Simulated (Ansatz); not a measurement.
A single-point run of Ansatz (plane waves, PAW) on CdS, 4H polytype, with the lines that name the functional removed. The cell was relaxed beforehand with r2SCAN.

```
Cd S
1.0
     4.16060    0.00000    0.00000
    -2.08030    3.60318    0.00000
     0.00000    0.00000   13.55419
Cd S
4 4
Direct
  0.00000 0.00000 0.99965
  0.33333 0.66667 0.24989
  0.00000 0.00000 0.49965
  0.66667 0.33333 0.74989
  0.00000 0.00000 0.18764
  0.33333 0.66667 0.43782
  0.00000 0.00000 0.68764
  0.66667 0.33333 0.93782
```

```
scf.n_extra_bands = 6 over 52 filled bands (N_el = 104.0): the run solves 58 bands
Crystal: 8 atoms, lattice volume = 203.196 Å³
Basis set: ecut = 420 eV, 3903 PW (Γ)
Symmetry: 12 space group operations
Space group: P63mc (ITA 186)
k-points: 14 of 72
hybrid outer 1: dexx = +1.483e-2 eV, tail = 2.41e-5 eV
hybrid outer 2: dexx = +2.022e-7 eV, tail = 1.16e-8 eV, Δε = 1.63e-3 eV, ΔF = 1.29e-3 eV/Å
hybrid SCF converged: 2 outer / 11 inner (+3 warm-up)
Free energy (F): -36641.453618 eV
Fermi energy:    5.932175 eV
--- Per-component energies (eV) ---
  E_band       = -2248.920539
  E_kinetic    = 2448.017774
  E_local      = -16208.085846
  E_nonlocal   = 250.344277
  E_hartree    = 7443.234672
  E_xc         = -930.004805
  E_vxc        = -1050.125362
  E_exx        = -288.357773
  E_paw        = -18624.401625
  E_vpaw       = -1998.829699
  E_ewald      = -10730.361558
  E_core_change = -1.838800
--- Stress (GPa, compression-positive) ---
        0.489979       0.000000       0.000000
        0.000000       0.489979       0.000000
        0.000000       0.000000       0.503302
  P = ⅓ Tr σ = 0.4944 GPa (4.944 kbar)
--- Band table (eV; the first three rows and the last of 14) ---
  k-point 0: bands = […, 5.5250, 5.5312, 5.5312, 5.9166, 5.9322, 5.9322, 8.1234, 9.7468, 9.9242, 9.9503, …]
  k-point 1: bands = […, 5.2657, 5.2657, 5.8088, 5.8088, 5.8088, 5.8088, 8.9681, 8.9681, 9.9847, 9.9847, …]
  k-point 2: bands = […, 4.8364, 4.9344, 5.2632, 5.2655, 5.7171, 5.7381, 9.2642, 10.5223, 10.6954, 10.8643, …]
  k-point 13: bands = […, 3.6841, 3.6841, 4.4187, 4.4187, 4.5785, 4.5785, 11.5531, 11.5531, 11.9178, 11.9178, …]
```

bands.tsv, columns around the gap (it counts bands from 0):
```tsv
# k_distance	band_47	band_48	band_49	band_50	band_51	band_52	band_53	band_54	band_55
# fermi_ev = 5.932175
# [0, 0, 0] at k_distance = 0.000000
# [0.5, 0, 0] at k_distance = 0.871893
# [0.3333333333, 0.3333333333, 0] at k_distance = 1.375281
# [0, 0, 0.5] at k_distance = 2.408393
# [0.5, 0, 0.5] at k_distance = 3.280286
# [0.3333333333, 0.3333333333, 0.5] at k_distance = 3.783674
# levels_relative_to = fermi_ev
0.000	-0.401	-0.401	-0.016	0.000	0.000	2.191	3.815	3.992	4.018
0.872	-1.375	-1.372	-1.339	-0.929	-0.770	4.243	4.463	5.072	5.378
1.375	-2.042	-1.900	-1.465	-1.465	-1.150	5.560	5.932	5.932	6.304
2.408	-0.667	-0.123	-0.123	-0.123	-0.123	3.036	3.036	4.052	4.052
3.280	-1.759	-1.233	-1.233	-0.956	-0.956	4.654	4.654	5.023	5.023
3.784	-2.248	-1.513	-1.513	-1.354	-1.354	5.621	5.621	5.986	5.986
```
In order the rows are Γ, M, K, A, L, H.

Problem. Which level of theory was used?
A. DDH-PBE0
B. LC-ωPBE
C. LDA
D. r2SCAN0

Solution. A. DDH-PBE0. The exchange loop and the term E_exx show exact exchange. The DDH-PBE0 gap is direct at Γ: 2.19 eV. Among hybrids the size of the gap and of E_exx follows the share and range of exact exchange. The stress of a hybrid is loosely converged here. The log narrows the family; the member has to be judged from the numbers.

Run as `ansatz run input.yaml --threads 4 --pin off --max-ram 7372MiB --backend cpu --events-out ev --progress --plain --runs-dir out`. Wall time 6.4 min on 4 threads of AMD EPYC 7R43 64-Core Processor (Zen 3), with other jobs on the host; peak host memory 4.1 GiB.

No spin polarisation and no zero-point or thermal motion; the cell was built from a prototype and may be hypothetical.

The runs are scalar-relativistic, without spin-orbit coupling.

The meshes of the hybrids are coarse, so their gaps aren't converged to the digits shown.
